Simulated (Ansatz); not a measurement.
**BN: sliding across a plane**

The task, for BN: slide the crystal rigidly across a (1 -1 1) plane.

Computed with Ansatz 0.2.0 (DFT PBE, scalar-relativistic, plane waves, PAW, unless a step's input says otherwise).

2 further runs of the same task are left out: 2 set aside as unsound or not needed. Runs told in other sessions of the task aren't counted.

### Step 1. The system as given

Symmetry: F-43m, No. 216, cubic system. The conventional cell has a = 3.625 Å, b = 3.625 Å, c = 3.625 Å, α = 90.00°, β = 90.00°, γ = 90.00°. B (site symmetry -43m) has 4 N at 1.57 Å in its first shell of neighbours. N (site symmetry -43m) has 4 B at 1.57 Å in its first shell of neighbours.

Coordinates:

```xyz
12
Lattice="1.8123 -1.8123 0.0000 1.8123 0.0000 -1.8123 7.2494 7.2494 7.2494" Properties=species:S:1:pos:R:3 pbc="T T T"
B     5.4370    1.8123    3.6247
B     3.6247    1.8123    1.8123
B     7.2494    3.6247    3.6247
B     3.6247   -1.8123   -1.8123
B     7.2494    5.4370    5.4370
B     3.6247    0.0000    0.0000
N     6.3432    2.7185    2.7185
N     2.7185    2.7185    2.7185
N     6.3432    4.5309    4.5309
N     2.7185   -0.9062   -0.9062
N     6.3432    6.3432    6.3432
N     2.7185    0.9062    0.9062
```

It goes back to an entry of the Materials Project.

It is built from the cell relaxed beforehand with the same method (5.95 Å³/atom).

### Step 2. Zero of energy

The cell is repeated 6 times, 12 atoms in all. Reference values: F = -3253.6550 eV; pressure 0.00 GPa; largest force 0.000 eV/Å; gap on the mesh 4.46 eV. It was computed beforehand with the settings of the runs below.

### Step 3. Setting up sliding across a plane

The cut lies on the cell's a–b face, a (1 -1 1) plane of area 5.69 Å², between layers 1.57 Å apart (N below, B above); the cell is 12.6 Å thick. Vector c is tilted by f times 1·a + 0·b (length 2.563 Å) with the atoms' Cartesian places fixed: one unrelaxed fault per cell.

### Step 4. At f = 0.200

File input.yaml:

```yaml
crystal:
  lattice:
    - [1.8123485118, -1.8123485118, 0.0]
    - [1.8123485118, 0.0, -1.8123485118]
    - [7.6118637498, 6.886924345, 7.2493940474]
  atoms:
    - { symbol: B, position: [0.92084, 0.0, 0.3958] }
    - { symbol: B, position: [0.2875066667, 0.3333333333, 0.2291333333] }
    - { symbol: B, position: [0.5541733333, 0.6666666667, 0.5624666667] }
    - { symbol: B, position: [0.82084, 1.0, 0.8958] }
    - { symbol: B, position: [0.1875066667, 0.3333333333, 0.7291333333] }
    - { symbol: B, position: [0.6541733333, 0.6666666667, 0.0624666667] }
    - { symbol: "N", position: [0.5791733333, 0.6666666667, 0.4374666667] }
    - { symbol: "N", position: [-0.05416, 0.0, 0.2708] }
    - { symbol: "N", position: [0.2125066667, 0.3333333333, 0.6041333333] }
    - { symbol: "N", position: [0.4791733333, 0.6666666667, 0.9374666667] }
    - { symbol: "N", position: [-0.15416, 0.0, 0.7708] }
    - { symbol: "N", position: [0.3125066667, 0.3333333333, 0.1041333333] }
basis:
  ecutwfc: 420
kpoints:
  mp_grid: { grid: [10, 10, 2] }
hamiltonian:
  xc: pbe
scf:
  occupations: { method: gaussian, width: 0.05 }
output:
  forces: true
  stress: true
  eigenvalues: true
```

Command:

```bash
$ ansatz run input.yaml --threads 2 --pin off --max-ram 5120MiB --backend cpu --events-out ev --progress --plain --runs-dir out
```

### Step 5. At f = 0.400

File input.yaml:

```yaml
crystal:
  lattice:
    - [1.8123485118, -1.8123485118, 0.0]
    - [1.8123485118, 0.0, -1.8123485118]
    - [7.9743334521, 6.5244546427, 7.2493940474]
  atoms:
    - { symbol: B, position: [0.84168, 0.0, 0.3958] }
    - { symbol: B, position: [0.24168, 0.3333333333, 0.2291333333] }
    - { symbol: B, position: [0.44168, 0.6666666667, 0.5624666667] }
    - { symbol: B, position: [0.64168, 1.0, 0.8958] }
    - { symbol: B, position: [0.04168, 0.3333333333, 0.7291333333] }
    - { symbol: B, position: [0.64168, 0.6666666667, 0.0624666667] }
    - { symbol: "N", position: [0.49168, 0.6666666667, 0.4374666667] }
    - { symbol: "N", position: [-0.10832, 0.0, 0.2708] }
    - { symbol: "N", position: [0.09168, 0.3333333333, 0.6041333333] }
    - { symbol: "N", position: [0.29168, 0.6666666667, 0.9374666667] }
    - { symbol: "N", position: [-0.30832, 0.0, 0.7708] }
    - { symbol: "N", position: [0.29168, 0.3333333333, 0.1041333333] }
basis:
  ecutwfc: 420
kpoints:
  mp_grid: { grid: [10, 10, 2] }
hamiltonian:
  xc: pbe
scf:
  occupations: { method: gaussian, width: 0.05 }
output:
  forces: true
  stress: true
  eigenvalues: true
```

### Step 6. At f = 0.100

File input.yaml:

```yaml
crystal:
  lattice:
    - [1.8123485118, -1.8123485118, 0.0]
    - [1.8123485118, 0.0, -1.8123485118]
    - [7.4306288986, 7.0681591962, 7.2493940474]
  atoms:
    - { symbol: B, position: [0.96042, 0.0, 0.3958] }
    - { symbol: B, position: [0.31042, 0.3333333333, 0.2291333333] }
    - { symbol: B, position: [0.61042, 0.6666666667, 0.5624666667] }
    - { symbol: B, position: [0.91042, 1.0, 0.8958] }
    - { symbol: B, position: [0.26042, 0.3333333333, 0.7291333333] }
    - { symbol: B, position: [0.66042, 0.6666666667, 0.0624666667] }
    - { symbol: "N", position: [0.62292, 0.6666666667, 0.4374666667] }
    - { symbol: "N", position: [-0.02708, 0.0, 0.2708] }
    - { symbol: "N", position: [0.27292, 0.3333333333, 0.6041333333] }
    - { symbol: "N", position: [0.57292, 0.6666666667, 0.9374666667] }
    - { symbol: "N", position: [-0.07708, 0.0, 0.7708] }
    - { symbol: "N", position: [0.32292, 0.3333333333, 0.1041333333] }
basis:
  ecutwfc: 420
kpoints:
  mp_grid: { grid: [10, 10, 2] }
hamiltonian:
  xc: pbe
scf:
  occupations: { method: gaussian, width: 0.05 }
output:
  forces: true
  stress: true
  eigenvalues: true
```

### Step 7. At f = 0.300

File input.yaml:

```yaml
crystal:
  lattice:
    - [1.8123485118, -1.8123485118, 0.0]
    - [1.8123485118, 0.0, -1.8123485118]
    - [7.7930986009, 6.7056894939, 7.2493940474]
  atoms:
    - { symbol: B, position: [0.88126, 0.0, 0.3958] }
    - { symbol: B, position: [0.2645933333, 0.3333333333, 0.2291333333] }
    - { symbol: B, position: [0.4979266667, 0.6666666667, 0.5624666667] }
    - { symbol: B, position: [0.73126, 1.0, 0.8958] }
    - { symbol: B, position: [0.1145933333, 0.3333333333, 0.7291333333] }
    - { symbol: B, position: [0.6479266667, 0.6666666667, 0.0624666667] }
    - { symbol: "N", position: [0.5354266667, 0.6666666667, 0.4374666667] }
    - { symbol: "N", position: [-0.08124, 0.0, 0.2708] }
    - { symbol: "N", position: [0.1520933333, 0.3333333333, 0.6041333333] }
    - { symbol: "N", position: [0.3854266667, 0.6666666667, 0.9374666667] }
    - { symbol: "N", position: [-0.23124, 0.0, 0.7708] }
    - { symbol: "N", position: [0.3020933333, 0.3333333333, 0.1041333333] }
basis:
  ecutwfc: 420
kpoints:
  mp_grid: { grid: [10, 10, 2] }
hamiltonian:
  xc: pbe
scf:
  occupations: { method: gaussian, width: 0.05 }
output:
  forces: true
  stress: true
  eigenvalues: true
```

### Step 8. Point f = 0.500

File input.yaml:

```yaml
crystal:
  lattice:
    - [1.8123485118, -1.8123485118, 0.0]
    - [1.8123485118, 0.0, -1.8123485118]
    - [8.1555683033, 6.3432197915, 7.2493940474]
  atoms:
    - { symbol: B, position: [0.8021, 0.0, 0.3958] }
    - { symbol: B, position: [0.2187666667, 0.3333333333, 0.2291333333] }
    - { symbol: B, position: [0.3854333333, 0.6666666667, 0.5624666667] }
    - { symbol: B, position: [0.5521, 1.0, 0.8958] }
    - { symbol: B, position: [-0.0312333333, 0.3333333333, 0.7291333333] }
    - { symbol: B, position: [0.6354333333, 0.6666666667, 0.0624666667] }
    - { symbol: "N", position: [0.4479333333, 0.6666666667, 0.4374666667] }
    - { symbol: "N", position: [-0.1354, 0.0, 0.2708] }
    - { symbol: "N", position: [0.0312666667, 0.3333333333, 0.6041333333] }
    - { symbol: "N", position: [0.1979333333, 0.6666666667, 0.9374666667] }
    - { symbol: "N", position: [-0.3854, 0.0, 0.7708] }
    - { symbol: "N", position: [0.2812666667, 0.3333333333, 0.1041333333] }
basis:
  ecutwfc: 420
kpoints:
  mp_grid: { grid: [10, 10, 2] }
hamiltonian:
  xc: pbe
scf:
  occupations: { method: gaussian, width: 0.05 }
output:
  forces: true
  stress: true
  eigenvalues: true
```

(Steps that only read results are left out.)

**Question.** What will these runs give? Wanted: largest shear traction sampled.

**Answer**, as computed:

```
                      quantity                    value
  highest fault energy sampled  7864 mJ/m² at f = 0.500
largest shear traction sampled                 98.2 GPa
```

In words: The highest point computed is 7864 mJ/m², at f = 0.500; the true top can lie between points. The values are for rigid blocks: relaxation normal to the plane would bring them down. The gap on the mesh stays between 2.43 and 4.46 eV.
